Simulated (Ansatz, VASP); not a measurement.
## One calculation of K, two programs

```
K
1.0
     0.00000    3.34603    3.34603
     3.34603    0.00000    3.34603
     3.34603    3.34603    0.00000
K
1
Direct
  0.00000 0.00000 0.00000
```

Change from the starting cell: volume scaled by 0.96.

Alike in both runs: task single point; functional PBE; k mesh 7 × 7 × 7; occupations fermi-dirac, width 0.05 eV; no spin polarisation.

```csv
,VASP,Ansatz
version,VASP 6.6.1,Ansatz 0.2.0
potentials or method,"VASP PAW PBE potentials, release 64 (K_sv)",Ansatz PAW
plane-wave cutoff (eV),520,420
valence electrons in the cell,9,9
```

|  | VASP | Ansatz | Ansatz less VASP |
| --- | --- | --- | --- |
| gap on the k mesh at the Fermi level (eV) | none | none | - |
| pressure (GPa) | -0.1 | -0.1 | +0.01 |

A gap of «none» marks a metal or a gap that the smearing closes.
